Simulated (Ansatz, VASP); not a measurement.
Al in VASP and in Ansatz

INCAR

```
  PREC = Accurate
  ENCUT = 600
  EDIFF = 1E-6
  ISMEAR = -1
  SIGMA = 0.08
  LREAL = F
  LASPH = T
  NELM = 80
  ALGO = Fast
  ISIF = 3
  LWAVE = F
  LCHARG = F
  GGA = PE
  IBRION = 2
  NSW = 100
  EDIFFG = -0.005
```

The input KPOINTS:

```
Automatic mesh
0
Gamma
  9 9 9
```

The input POSCAR:

```
Al
1.0
    0.0000000000      3.0544880975      3.0544880975
    3.0544880975      0.0000000000      3.0544880975
    3.0544880975      3.0544880975      0.0000000000
Al
2
Direct
    0.0000000000      0.0000000000      0.0000000000
    0.2500000000      0.2500000000      0.2500000000
```

Input for Ansatz:

```yaml
crystal:
  lattice:
    - [0.0, 3.0544880975, 3.0544880975]
    - [3.0544880975, 0.0, 3.0544880975]
    - [3.0544880975, 3.0544880975, 0.0]
  atoms:
    - { symbol: Al, position: [0.0, 0.0, 0.0] }
    - { symbol: Al, position: [0.25, 0.25, 0.25] }
kpoints:
  mp_grid: { grid: [9, 9, 9] }
scf:
  occupations: { method: fermi_dirac, width: 0.08 }
hamiltonian:
  xc: pbe
  pseudopotentials: { kind: paw }
output:
  forces: true
  stress: true
relax:
  f_tol: 0.005
  max_steps: 80
  cell: {}
```

Alike in both runs: task relaxation of cell and atoms; functional PBE; k mesh 9 × 9 × 9; occupations fermi-dirac, width 0.08 eV; no spin polarisation.

```csv
,VASP,Ansatz
version,VASP 6.6.1,Ansatz 0.2.0
potentials or method,"VASP PAW PBE potentials, release 64 (Al)","PAW with Ansatz's default frozen-core files, scalar-relativistic"
plane-wave cutoff (eV),600,420
valence electrons in the cell,6,6
```

VASP gave:

```
relaxed volume (Å³/atom)                                     : 27.63
relaxed cell length with the largest relative difference (Å) : 4.275
energy change over the relaxation (meV/atom)                 : -3
```

Question: Which values does Ansatz return?

Answer: Relaxed volume (Å³/atom): 27.64; relaxed cell length with the largest relative difference (Å): 4.276; energy change over the relaxation (meV/atom): -3.
